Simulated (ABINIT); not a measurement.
Crystal: Rh.

```
CELL_PARAMETERS angstrom
2.73098 0.00000 0.00000
-1.36549 2.36510 0.00000
0.00000 0.00000 4.42849
ATOMIC_POSITIONS crystal
Rh 0.33333 0.66667 0.25000
Rh 0.66667 0.33333 0.75000
```

This isn't the form of Rh at room conditions, which is fcc.

```yaml
Program: ABINIT 10.8.3 (patched build)
Task: relaxation of cell and atoms
Functional: PBEsol
Potentials_or_basis: JTH PAW PBE v2.0
Cutoff: 435 eV
k_mesh: 11 × 11 × 6
Occupations: fermi-dirac, width 0.05 eV
Spin: no spin polarisation
```

At the start: pressure -13.1 GPa; volume 14.30 Å³/atom.

**Question.** How do energy, volume and symmetry change on relaxing?

**Answer.** Over 7 steps the energy falls by 30.9 meV/atom and the volume is 13.59 Å³/atom (-5.0 %); space group P6_3/mmc (No. 194, to 0.05 Å).

Step by step:
```
step  energy change (eV)  largest force (eV/Å)  pressure (GPa)  volume (Å³)
   1              0.0000                0.0000          -13.14        28.60
   2             -0.0589                0.0000           -3.02        27.47
   3             -0.0617                0.0000            0.25        27.15
   4             -0.0618                0.0000            0.01        27.17
   5             -0.0618                0.0000           -0.04        27.18
   6             -0.0618                0.0000           -0.02        27.18
   7             -0.0618                0.0000            0.00        27.18
```

Final structure:
```
CELL_PARAMETERS angstrom
2.68803 0.00000 0.00000
-1.34402 2.32790 0.00000
0.00000 0.00000 4.34304
ATOMIC_POSITIONS crystal
Rh 0.33333 0.66667 0.25000
Rh 0.66667 0.33333 0.75000
```

Caveat: the PAW data sets were made with another functional, which shifts forces and pressure a little.
